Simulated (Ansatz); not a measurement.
# Slab bands of 3 layers of Ag on Au(111)

Wanted: the bands of 3 layers of Ag on Au(111), and its levels against the vacuum.

Main program and level: Ansatz 0.2.0; plane-wave DFT, PBE, Ansatz PAW, in the first sound run; inputs show where later runs differ.

### 1. The structure

The cell holds 11 atoms: 8 Au and 3 Ag. Cell: a = 2.885 Å, b = 2.885 Å, c = 41.556 Å, α = 90.0°, β = 90.0°, γ = 60.0°. Vacuum lies along c.

### 2. Relaxation

The structure is relaxed first, because levels and dipoles at a surface follow the positions of the outer atoms.

The input, input.yaml:

```yaml
crystal:
  lattice:
    - [2.8849956672, 0.0, 0.0]
    - [1.4424978336, 2.4984795376, 0.0]
    - [0.0, 0.0, 41.5558909829]
  atoms:
    - { symbol: Au, position: [0.6666666667, 0.6666666667, 0.216575792] }
    - { symbol: Au, position: [0.0, 0.0, 0.2732606336] }
    - { symbol: Au, position: [0.3333333333, 0.3333333333, 0.3299454752] }
    - { symbol: Au, position: [0.6666666667, 0.6666666667, 0.3866303168] }
    - { symbol: Au, position: [0.0, 0.0, 0.4433151584] }
    - { symbol: Au, position: [0.3333333333, 0.3333333333, 0.5] }
    - { symbol: Au, position: [0.6666666667, 0.6666666667, 0.5566848416] }
    - { symbol: Au, position: [0.0, 0.0, 0.6133696832] }
    - { symbol: Ag, position: [0.3333333333, 0.3333333333, 0.6700545248] }
    - { symbol: Ag, position: [0.6666666667, 0.6666666667, 0.7267393664] }
    - { symbol: Ag, position: [0.0, 0.0, 0.783424208] }
kpoints:
  mp_grid: { grid: [18, 18, 1] }
hamiltonian:
  xc: pbe
scf:
  occupations: { method: fermi_dirac, width: 0.1 }
  convergence: { dr2_threshold: 1.0e-08 }
efield:
  axis: 3
  dipole_correction: true
  ramp_position: 0.97
  ramp_width: 0.06
relax:
  f_tol: 0.01
  max_steps: 60
  constraints: [{ sites: [2, 3, 4, 5] }]
output:
  write_potential: true
  write_density: true
  volumetric_format: npy
```

Launch:

```
ansatz run input.yaml --threads 4 --pin off --max-ram 12288MiB --backend cpu --events-out ev --progress --plain --runs-dir out
```

Numbers of over 12 decimals in the logs are rounded to 6 here.

Output:

```text
Engine: ansatz 0.2.0, aarch64-unknown-linux-gnu
Pseudopotentials: kind: paw
Pseudopotential: Au, paw, valence charge 19, recommended cutoff 420 eV (normal), Au.paw.azcp
Pseudopotential: Ag, paw, valence charge 19, recommended cutoff 420 eV (normal), Ag.paw.azcp
Functional definition: PBE
  parameter kappa = 0.804
  parameter beta = 0.066725
  exchange = pbe_x(kappa = kappa, mu = beta*pi^2/3)
  correlation = pbe_c(beta = beta)
Crystal: 11 atoms, lattice volume = 299.539 Å³
Basis set: ecut = 420 eV, 5851 PW (Γ), exchange–correlation on 40×40×576 points (8 copies of the dense FFT grid, shifted against one another)
Bands: 126, of which v1, the nominal top of the filled ones, is band 105 counted from 1 (104 counted from 0)
Symmetry: 6 space group operations
Space group: P3m1 (ITA 156), of the structure as read, at distance tolerance 6.7e-5 Å
k-points: 37 of 324 (time reversal used)
Non-local potential: Au, projectors of the file, l = 0: 3, l = 1: 2, l = 2: 2, l = 3: 1
Non-local potential: Ag, projectors of the file, l = 0: 3, l = 1: 2, l = 2: 2, l = 3: 1
PAW form: soft (Blöchl's): semilocal exchange-correlation on the pseudo side does not see the compensation charge
PAW one-centre angular grid: Au, 590 points (default); XC on 64 Gauss nodes
PAW one-centre angular grid: Ag, 590 points (default); XC on 64 Gauss nodes
Initial density: superposition of atomic densities (neutral atoms: chi_scale 0, normalization atom), corrected by the library's trained network
Initial wavefunctions: pseudopotential atomic-orbital guess
Functional: x = pbe(κ = 0.804, μ = 0.219515), c = pbe(β = 0.066725)
SCF iter   1: F=—  HF=-127965.555318 eV  |F-HF|=—  |Δ(HF+E_count)|=         —  Δρ=3.45e-3  dr2=3.07e0  ethr=1.77e-3  p=0.016 e·Å  D=9.59e-3 V/Å  ΔV_dip=-0.40 eV  dr2_dipole=2.17e-1  V_vac-E_F(+/−)=4.19/4.59 eV  ⟨swp⟩=6.2  Hψ=17659  notcnv=0  defer=246
efield: sawtooth ramp at fractional position 0.9700 (set: `efield.ramp_position`, or a place that a band, a saddle search or an elastic batch's reference lends), width 0.0600; the density the first Hamiltonian is built on has a dipole p = 0.016 e·Å; the dipole correction subtracts the counter field D = 9.59e-3 V/Å, which shifts the + side's vacuum level by -0.40 eV against the − side's; the planar-averaged density in the ramp window peaks in size at 8.5e-6 e/Å³
preconditioner: auto → LDOS  [metal: Δε(μ)=0.027 eV  Ē_g=10.046 eV  σ=0.100 eV  W_gap=0.07  n_scr=74 (ndim 8)  ℏωp=23.6 eV  f_vac=0.360  D(μ)=3.56/eV (n_scr^D=18)  β→1.0]
SCF iter   2: F=—  HF=-127965.516775 eV  |F-HF|=—  |Δ(HF+E_count)|=   3.85e-2  Δρ=1.35e-3  dr2=1.47e-2  ethr=1.47e-3  p=0.029 e·Å  D=1.77e-2 V/Å  ΔV_dip=-0.73 eV  dr2_dipole=4.15e-4  V_vac-E_F(+/−)=4.44/5.17 eV  ⟨swp⟩=1.6  Hψ=5471  notcnv=0  defer=272
SCF iter   3: F=—  HF=-127965.517662 eV  |F-HF|=—  |Δ(HF+E_count)|=   8.88e-4  Δρ=9.82e-4  dr2=7.91e-3  ethr=7.05e-6  p=0.026 e·Å  D=1.56e-2 V/Å  ΔV_dip=-0.65 eV  dr2_dipole=9.86e-5  V_vac-E_F(+/−)=4.45/5.10 eV  ⟨swp⟩=2.9  Hψ=8653  notcnv=0  defer=277
SCF iter   4: F=—  HF=-127965.516387 eV  |F-HF|=—  |Δ(HF+E_count)|=   1.28e-3  Δρ=3.18e-4  dr2=6.35e-4  ethr=3.79e-6  p=0.028 e·Å  D=1.70e-2 V/Å  ΔV_dip=-0.71 eV  dr2_dipole=2.32e-5  V_vac-E_F(+/−)=4.45/5.16 eV  ⟨swp⟩=2.3  Hψ=7177  notcnv=0  defer=277
SCF iter   5: F=—  HF=-127965.516251 eV  |F-HF|=—  |Δ(HF+E_count)|=   1.36e-4  Δρ=4.89e-5  dr2=2.28e-5  ethr=3.04e-7  p=0.028 e·Å  D=1.70e-2 V/Å  ΔV_dip=-0.71 eV  dr2_dipole=1.06e-5  V_vac-E_F(+/−)=4.45/5.16 eV  ⟨swp⟩=2.9  Hψ=7947  notcnv=0  defer=277
SCF iter   6: F=—  HF=-127965.516266 eV  |F-HF|=—  |Δ(HF+E_count)|=   1.48e-5  Δρ=1.63e-5  dr2=3.21e-6  ethr=1.09e-8  p=0.028 e·Å  D=1.70e-2 V/Å  ΔV_dip=-0.71 eV  dr2_dipole=2.36e-6  V_vac-E_F(+/−)=4.45/5.16 eV  ⟨swp⟩=2.4  Hψ=7328  notcnv=0  defer=277
SCF iter   7: F=—  HF=-127965.516702 eV  |F-HF|=—  |Δ(HF+E_count)|=   4.37e-4  Δρ=4.50e-6  dr2=1.47e-7  ethr=1.54e-9  p=0.028 e·Å  D=1.71e-2 V/Å  ΔV_dip=-0.71 eV  dr2_dipole=1.22e-7  V_vac-E_F(+/−)=4.45/5.16 eV  ⟨swp⟩=2.1  Hψ=6737  notcnv=0  defer=276
SCF iter   8: F=—  HF=-127965.516702 eV  |F-HF|=—  |Δ(HF+E_count)|=   2.24e-8  Δρ=1.73e-6  dr2=1.17e-8  ethr=4.78e-12  p=0.028 e·Å  D=1.71e-2 V/Å  ΔV_dip=-0.71 eV  dr2_dipole=7.84e-9  V_vac-E_F(+/−)=4.45/5.16 eV  ⟨swp⟩=10.8  Hψ=33497  notcnv=0
SCF iter   9: F=-127965.516702 eV  HF=-127965.516702 eV  |F-HF|=4.80e-9  |Δ(HF+E_count)|=   1.68e-8  Δρ=5.71e-7  dr2=2.05e-9  ethr=4.78e-12  p=0.028 e·Å  D=1.71e-2 V/Å  ΔV_dip=-0.71 eV  dr2_dipole=2.36e-10  V_vac-E_F(+/−)=4.45/5.16 eV  ⟨swp⟩=9.1  Hψ=28826  notcnv=0
SCF 1 converged in 9 iterations: F = -127965.516702 eV  dr2 = 2.05e-9
  greatest PAW one-centre occupation: 1.000 electrons in one spin orbital (limit 2), on the Ag atom at site 9 (counted from 0), in its partial waves of l = 0
relax step   1: F+E_penalty+E_count = -127965.51670236 eV  Δ(F+E_penalty+E_count) = +0.000e0 eV  max|allowed force component| = 4.909e-1 eV/Å  Δτ_max = 0.0000 Å  (9 SCF iters, accepted)
Initial density: handed on by an earlier stage of this run
Initial wavefunctions: those handed on with the density
iter 1 solved again at ethr=6.70e-5 eV; its pass at ethr=3.10e-3 eV (dr2=1.40e-1 eV) is discarded
SCF iter   1: F=—  HF=-127965.612934 eV  |F-HF|=—  |Δ(HF+E_count)|=         —  Δρ=5.04e-3  dr2=1.28e-1  ethr=6.70e-5  p=0.028 e·Å  D=1.71e-2 V/Å  ΔV_dip=-0.71 eV  dr2_dipole=4.83e-2  V_vac-E_F(+/−)=4.48/5.19 eV  ⟨swp⟩=2.1  Hψ=18331  notcnv=0  defer=353
efield: sawtooth ramp at fractional position 0.9700 (set: `efield.ramp_position`, or a place that a band, a saddle search or an elastic batch's reference lends), width 0.0600; the density the first Hamiltonian is built on has a dipole p = 0.028 e·Å; the dipole correction subtracts the counter field D = 1.71e-2 V/Å, which shifts the + side's vacuum level by -0.71 eV against the − side's; the planar-averaged density in the ramp window peaks in size at 9.6e-6 e/Å³
preconditioner: auto → LDOS  [metal: Δε(μ)=0.025 eV  Ē_g=10.029 eV  σ=0.100 eV  W_gap=0.06  n_scr=74 (ndim 8)  ℏωp=23.6 eV  f_vac=0.354  D(μ)=3.39/eV (n_scr^D=18)  β→1.0]
SCF iter   2: F=—  HF=-127965.615930 eV  |F-HF|=—  |Δ(HF+E_count)|=   3.00e-3  Δρ=3.78e-3  dr2=1.42e-1  ethr=6.15e-5  p=0.026 e·Å  D=1.57e-2 V/Å  ΔV_dip=-0.65 eV  dr2_dipole=7.94e-5  V_vac-E_F(+/−)=4.43/5.08 eV  ⟨swp⟩=2.4  Hψ=7454  notcnv=0  defer=353
SCF iter   3: F=—  HF=-127965.591750 eV  |F-HF|=—  |Δ(HF+E_count)|=   2.42e-2  Δρ=8.32e-4  dr2=5.55e-3  ethr=6.15e-5  p=0.031 e·Å  D=1.90e-2 V/Å  ΔV_dip=-0.79 eV  dr2_dipole=1.54e-4  V_vac-E_F(+/−)=4.47/5.26 eV  ⟨swp⟩=2.1  Hψ=7400  notcnv=0  defer=353
[...]
SCF iter   7: F=—  HF=-127965.628758 eV  |F-HF|=—  |Δ(HF+E_count)|=   4.43e-4  Δρ=8.04e-6  dr2=2.61e-7  ethr=1.09e-9  p=0.031 e·Å  D=1.88e-2 V/Å  ΔV_dip=-0.78 eV  dr2_dipole=7.60e-8  V_vac-E_F(+/−)=4.48/5.27 eV  ⟨swp⟩=2.7  Hψ=8619  notcnv=0  defer=356
SCF iter   8: F=—  HF=-127965.628758 eV  |F-HF|=—  |Δ(HF+E_count)|=   2.68e-7  Δρ=2.24e-6  dr2=2.07e-8  ethr=1.25e-10  p=0.031 e·Å  D=1.88e-2 V/Å  ΔV_dip=-0.78 eV  dr2_dipole=8.84e-10  V_vac-E_F(+/−)=4.48/5.27 eV  ⟨swp⟩=2.3  Hψ=6404  notcnv=0  defer=356
SCF iter   9: F=-127965.628758 eV  HF=-127965.628758 eV  |F-HF|=2.55e-9  |Δ(HF+E_count)|=   1.50e-8  Δρ=6.51e-7  dr2=1.99e-9  ethr=4.78e-12  p=0.031 e·Å  D=1.88e-2 V/Å  ΔV_dip=-0.78 eV  dr2_dipole=1.23e-11  V_vac-E_F(+/−)=4.48/5.27 eV  ⟨swp⟩=9.8  Hψ=30330  notcnv=0
SCF 3 converged in 9 iterations: F = -127965.628758 eV  dr2 = 1.99e-9
relax step   3: F+E_penalty+E_count = -127965.62875839 eV  Δ(F+E_penalty+E_count) = -3.733e-2 eV  max|allowed force component| = 1.537e-1 eV/Å  Δτ_max = 0.1957 Å  (9 SCF iters, accepted)
[...]
relax step   4: F+E_penalty+E_count = -127965.63708757 eV  Δ(F+E_penalty+E_count) = -8.329e-3 eV  max|allowed force component| = 1.515e-2 eV/Å  Δτ_max = 0.1245 Å  (9 SCF iters, accepted)
SCF iter   1: F=—  HF=-127965.636842 eV  |F-HF|=—  |Δ(HF+E_count)|=         —  Δρ=3.52e-4  dr2=4.52e-4  ethr=2.43e-6  p=0.031 e·Å  D=1.86e-2 V/Å  ΔV_dip=-0.77 eV  dr2_dipole=2.28e-6  V_vac-E_F(+/−)=4.49/5.27 eV  ⟨swp⟩=3.6  Hψ=9308  notcnv=0  defer=365
efield: sawtooth ramp at fractional position 0.9700 (set: `efield.ramp_position`, or a place that a band, a saddle search or an elastic batch's reference lends), width 0.0600; the density the first Hamiltonian is built on has a dipole p = 0.031 e·Å; the dipole correction subtracts the counter field D = 1.86e-2 V/Å, which shifts the + side's vacuum level by -0.77 eV against the − side's; the planar-averaged density in the ramp window peaks in size at 1.1e-5 e/Å³
preconditioner: auto → LDOS  [metal: Δε(μ)=0.004 eV  Ē_g=9.932 eV  σ=0.100 eV  W_gap=0.01  n_scr=74 (ndim 8)  ℏωp=23.6 eV  f_vac=0.344  D(μ)=3.49/eV (n_scr^D=18)  β→1.0]
SCF iter   2: F=—  HF=-127965.636777 eV  |F-HF|=—  |Δ(HF+E_count)|=   6.50e-5  Δρ=2.76e-4  dr2=5.11e-4  ethr=2.16e-7  p=0.031 e·Å  D=1.87e-2 V/Å  ΔV_dip=-0.78 eV  dr2_dipole=2.19e-4  V_vac-E_F(+/−)=4.49/5.27 eV  ⟨swp⟩=2.8  Hψ=8692  notcnv=0  defer=365
SCF iter   3: F=—  HF=-127965.636706 eV  |F-HF|=—  |Δ(HF+E_count)|=   7.11e-5  Δρ=5.35e-5  dr2=2.63e-5  ethr=2.16e-7  p=0.031 e·Å  D=1.85e-2 V/Å  ΔV_dip=-0.77 eV  dr2_dipole=1.72e-5  V_vac-E_F(+/−)=4.50/5.27 eV  ⟨swp⟩=2.0  Hψ=6599  notcnv=0  defer=365
SCF iter   4: F=—  HF=-127965.636708 eV  |F-HF|=—  |Δ(HF+E_count)|=   1.95e-6  Δρ=7.75e-5  dr2=1.78e-5  ethr=1.26e-8  p=0.031 e·Å  D=1.86e-2 V/Å  ΔV_dip=-0.77 eV  dr2_dipole=4.41e-7  V_vac-E_F(+/−)=4.49/5.27 eV  ⟨swp⟩=3.0  Hψ=8902  notcnv=0  defer=365
SCF iter   5: F=—  HF=-127965.637147 eV  |F-HF|=—  |Δ(HF+E_count)|=   4.40e-4  Δρ=6.86e-6  dr2=1.95e-7  ethr=8.53e-9  p=0.031 e·Å  D=1.85e-2 V/Å  ΔV_dip=-0.77 eV  dr2_dipole=6.74e-8  V_vac-E_F(+/−)=4.50/5.27 eV  ⟨swp⟩=2.1  Hψ=7753  notcnv=0  defer=365
SCF iter   6: F=-127965.637147 eV  HF=-127965.637147 eV  |F-HF|=2.58e-9  |Δ(HF+E_count)|=   3.45e-8  Δρ=1.39e-6  dr2=7.75e-9  ethr=4.78e-12  p=0.031 e·Å  D=1.85e-2 V/Å  ΔV_dip=-0.77 eV  dr2_dipole=2.16e-9  V_vac-E_F(+/−)=4.50/5.27 eV  ⟨swp⟩=8.6  Hψ=35650  notcnv=0
SCF 5 converged in 6 iterations: F = -127965.637147 eV  dr2 = 7.75e-9
relax step   5: F+E_penalty+E_count = -127965.63714736 eV  Δ(F+E_penalty+E_count) = -5.979e-5 eV  max|allowed force component| = 3.605e-3 eV/Å  Δτ_max = 0.0115 Å  (6 SCF iters, accepted)
NSCF: frozen V_eff on 37 k-points
the band table was solved once a step of the walk had ended and its energy, with any forces and stress, was formed, with the checks that follow a solve (23727 applications of the Hamiltonian). They found nothing against the state; the energy, forces and stress were not computed again (output.eigenvalues in the input reference)
WARN: The output density's exchange-correlation potential varies sharply where the density is thin. Do not read a vacuum level from v_tot or v_xc, or from such a field of the output density. On a cell that repeats whose density bears no net charge and no dipole along the vacuum's axis use v_es (v_loc + v_h of the components); under efield.dipole_correction with no amplitude use v_es + v_field, which holds any externa [...]
SCF converged after 6 iterations
Free energy (F): -127965.637147 eV
Harris-Foulkes:  -127965.637147 eV  (|F-HF|=2.58e-9)
Internal energy: -127965.524629 eV  (E = F + TS)
E sigma→0 (E₀):  -127965.580888 eV
Entropy (-TS):   -0.112519 eV (-10.229 meV/atom)
Fermi energy:    10.504407 eV
Dipole field:    D = 0.018472 V/Å  (p = 0.030577 e·Å, saw-weighted, corrected)
Work function:   Φ+ = 4.4963 eV   Φ− = 5.2640 eV
Levels:          The Fermi level and band energies are counted from a zero that moves with the ramp; work functions are not
--- Per-component energies (eV) ---
  E_band       = -4255.592582
  E_kinetic    = 6418.518256
  E_local      = -518205.999977  (includes V_loc(G=0)·N_el)
  E_nonlocal   = 834.719806
  E_hartree    = 256864.908531
  E_xc         = -2376.875695
  E_vxc        = -2904.012971  (∫ρ·V_xc dr)
  E_paw        = -89360.512732  (= ΣΔE_a)
  E_vpaw       = -4128.260661  (= ΣTr[D̂ρ^β])
  E_aug_tail   = 0.012585  (compensation charges beyond the density's cutoff)
  E_efield     = 0.000282  (sawtooth field / dipole correction)
  E_vefield    = -0.392058  (∫n·V_field dr)
  E_ewald      = 217859.704314
  E_smearing   = -0.112519  (= −TS)
  E_closure    = -0.000000  (closes the sum)
  Σ components = -127965.637147   (vs F -127965.637147, Δ=0.00e0)
--- Forces (eV/Å), atoms counted from 1 ---
  atom   1  Au     0.00000000     0.00000000     0.00039699
  atom   2  Au    -0.00000000     0.00000000    -0.00075763
  atom   3  Au    -0.00000000    -0.00000000    -0.39571404
  atom   4  Au    -0.00000000     0.00000000    -0.00123196
  atom   5  Au    -0.00000000     0.00000000    -0.00917842
  atom   6  Au     0.00000000    -0.00000000     0.40650257
  atom   7  Au    -0.00000000    -0.00000000     0.00020571
  atom   8  Au    -0.00000000    -0.00000000     0.00123720
  atom   9  Ag    -0.00000000    -0.00000000    -0.00360539
  atom  10  Ag     0.00000000    -0.00000000     0.00230472
  atom  11  Ag    -0.00000000    -0.00000000    -0.00018268
  max |Σ_I F_I| component: 2.29e-5 eV/Å
--- Band table (eV; the first three rows and the last of 37) ---
  k-point 0: bands = [... 101 lower, 7.9263, 8.1685, 8.1685, 8.3835, 8.3835, 8.5162, 8.5162, 8.8006, ... 17 higher]
  k-point 1: bands = [... 101 lower, 7.9276, 8.1405, 8.1707, 8.3067, 8.3856, 8.5193, 8.6562, 9.3316, ... 17 higher]
  k-point 2: bands = [... 101 lower, 7.9297, 8.1398, 8.1750, 8.3902, 8.5283, 8.5841, 9.2067, 9.9828, ... 17 higher]
  k-point 36: bands = [... 101 lower, 13.1613, 13.3000, 13.4848, 13.5889, 13.6803, 13.9724, 14.1914, 14.3379, ... 17 higher]
--- Relaxed structure (5 steps of the walk, 5 accepted, 0 SCFs on fresh bases) ---
  F+E_penalty+E_count = -127965.63714736 eV   max|allowed force component| = 3.605e-3 eV/Å
  atoms:
    - { symbol: Au, position: [0.666667, 0.666667, 0.210474] }
    - { symbol: Au, position: [-5.179303266835361e-18, 0, 0.270832] }
    - { symbol: Au, position: [0.333333, 0.333333, 0.329945] }
    - { symbol: Au, position: [0.666667, 0.666667, 0.386630] }
    - { symbol: Au, position: [0.0, 0.0, 0.443315] }
    - { symbol: Au, position: [0.333333, 0.333333, 0.5] }
    - { symbol: Au, position: [0.666667, 0.666667, 0.559376] }
    - { symbol: Au, position: [1.2595328275690135e-17, 0, 0.619277] }
    - { symbol: Ag, position: [0.333333, 0.333333, 0.677743] }
    - { symbol: Ag, position: [0.666667, 0.666667, 0.735496] }
    - { symbol: Ag, position: [2.2191692142348295e-17, 0, 0.793832] }
```

It took 3.1 min on 4 threads of Arm Neoverse V2, shared host; peak memory 1.6 GiB.

Relaxation path:

```
step  energy less that of the first step (eV)  largest force component (eV/Å)
   1                                   0.0000                          0.4909
   2                                  -0.0747                          0.1735
   3                                  -0.1121                          0.1537
   4                                  -0.1204                          0.0152
   5                                  -0.1204                          0.0036
```

Forces are held to the 6 operations that the run works with; a distortion that breaks them can't arise in this run.

The atoms that moved most (Å):

```
atom     dx     dy      dz  length
Ag11  0.000  0.000   0.433   0.433
Ag10  0.000  0.000   0.364   0.364
 Ag9  0.000  0.000   0.320   0.320
 Au1  0.000  0.000  -0.254   0.254
 Au8  0.000  0.000   0.245   0.245
 Au7  0.000  0.000   0.112   0.112
 Au2  0.000  0.000  -0.101   0.101
```

Final coordinates:

```cif
data_structure
_symmetry_space_group_name_H-M 'P 1'
_symmetry_Int_Tables_number 1
_cell_length_a 2.8850
_cell_length_b 2.8850
_cell_length_c 41.5559
_cell_angle_alpha 90.000
_cell_angle_beta 90.000
_cell_angle_gamma 60.000
_cell_volume 299.54
loop_
_atom_site_label
_atom_site_type_symbol
_atom_site_fract_x
_atom_site_fract_y
_atom_site_fract_z
_atom_site_occupancy
Au1 Au 0.66667 0.66667 0.21047 1
Au2 Au 0.00000 0.00000 0.27083 1
Au3 Au 0.33333 0.33333 0.32995 1
Au4 Au 0.66667 0.66667 0.38663 1
Au5 Au 0.00000 0.00000 0.44332 1
Au6 Au 0.33333 0.33333 0.50000 1
Au7 Au 0.66667 0.66667 0.55938 1
Au8 Au 0.00000 0.00000 0.61928 1
Ag9 Ag 0.33333 0.33333 0.67774 1
Ag10 Ag 0.66667 0.66667 0.73550 1
Ag11 Ag 0.00000 0.00000 0.79383 1
```

This step gave:

```yaml
energy_at_zero_smearing: -127965.5809 eV
work_function_upper_face: 4.496 eV
work_function_lower_face: 5.264 eV
dipole_along_the_normal: 0.03058 e·Å
step_between_the_vacuum_levels: -0.7676 eV
```

The relaxation took 5 steps and lowered the energy by 0.12 eV; the largest force on the free atoms ends at 0.0036 eV/Å.

The work function of the upper face is 4.50 eV.

(Continued in part 2 of 3.)

[Logs are printed without paths, hosts, clocks, repeated set-up lines and the standing remarks that a program may print on its own settings, such as how far it seeks lower states.]

[Hosts, paths, dates, database ids (printed as entryN), source tags and the programs' standing remarks are cut or masked in the printed files.]

[Maps of the electrostatic potential energy from Ansatz leave out the sawtooth potential of an applied field or a dipole correction, so their vacuum need not be flat; planar profiles and work functions include it.]
